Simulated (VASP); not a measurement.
Crystal: SnSe.

```xyz
8
Lattice="11.4200 0.0000 0.0000 0.0000 4.1900 0.0000 0.0000 0.0000 4.4600" Properties=species:S:1:pos:R:3 pbc="T T T"
Sn   10.0153    3.1425    4.0541
Sn    7.1147    1.0475    1.8241
Sn    4.3053    3.1425    2.6359
Sn    1.4047    1.0475    0.4059
Se    7.3431    3.1425    4.3886
Se    9.7869    1.0475    2.1586
Se    1.6331    3.1425    2.3014
Se    4.0769    1.0475    0.0714
```

* Program: VASP 6.6.1
* Task: relaxation of cell and atoms
* Functional: PBE
* Potentials or basis: VASP PAW PBE potentials, release 64 (Sn, Se)
* Cutoff: 580 eV
* k mesh: 3 × 6 × 6
* Occupations: fermi-dirac, width 0.05 eV
* Spin: no spin polarisation

At the start: pressure 2.3 GPa; volume 26.68 Å³/atom.

Task: How do energy, volume and symmetry change on relaxing?

Result: Over 28 steps the energy falls by 13.2 meV/atom and the volume is 28.16 Å³/atom (+5.6 %); space group Pnma (No. 62, to 0.05 Å).

The path:
| step | energy change (eV) | largest force (eV/Å) | pressure (GPa) | volume (Å³) |
| --- | --- | --- | --- | --- |
| 1 | 0.0000 | 0.3365 | 2.34 | 213.41 |
| 2 | -0.0736 | 0.2164 | -0.94 | 225.63 |
| 3 | -0.0892 | 0.0967 | -0.05 | 221.80 |
| 4 | -0.0930 | 0.0698 | 0.06 | 221.75 |
| 5 | -0.0947 | 0.0692 | 0.18 | 221.68 |
| 6 | -0.0975 | 0.0539 | 0.07 | 222.77 |
| 7 | -0.0993 | 0.0276 | -0.14 | 224.93 |
| 8 | -0.1002 | 0.0287 | 0.07 | 224.74 |
| 9 | -0.1002 | 0.0219 | 0.04 | 224.77 |
| 10 | -0.1010 | 0.0188 | 0.01 | 225.02 |
| 11 | -0.1012 | 0.0205 | -0.01 | 225.18 |
| 12 | -0.1016 | 0.0208 | -0.01 | 225.24 |
| 13 | -0.1017 | 0.0262 | -0.01 | 225.26 |
| 14 | -0.1020 | 0.0243 | 0.00 | 225.16 |
| 15 | -0.1027 | 0.0202 | 0.04 | 224.86 |
| 16 | -0.1025 | 0.0164 | 0.13 | 224.26 |
| 17 | -0.1028 | 0.0182 | 0.07 | 224.64 |
| 18 | -0.1030 | 0.0188 | 0.06 | 224.69 |
| 19 | -0.1034 | 0.0221 | 0.02 | 224.84 |
| 20 | -0.1040 | 0.0310 | -0.05 | 225.13 |
| 21 | -0.1039 | 0.0500 | -0.19 | 225.70 |
| 22 | -0.1041 | 0.0393 | -0.12 | 225.38 |
| 23 | -0.1045 | 0.0316 | -0.08 | 225.24 |
| 24 | -0.1049 | 0.0122 | 0.03 | 224.88 |
| 25 | -0.1050 | 0.0115 | 0.02 | 224.96 |
| 26 | -0.1051 | 0.0139 | 0.00 | 225.11 |
| 27 | -0.1052 | 0.0119 | 0.00 | 225.15 |
| 28 | -0.1052 | 0.0089 | 0.00 | 225.28 |

Final structure:
```
Sn Se
1.0
    11.76653    0.00000    0.00000
     0.00000    4.20884    0.00000
     0.00000    0.00000    4.54887
Sn Se
4 4
Cartesian
  10.3465 3.1566 4.0357
  7.3032 1.0522 1.7613
  4.4633 3.1566 2.7876
  1.4200 1.0522 0.5132
  7.5912 3.1566 4.4503
  10.0586 1.0522 2.1759
  1.7079 3.1566 2.3730
  4.1753 1.0522 0.0985
```
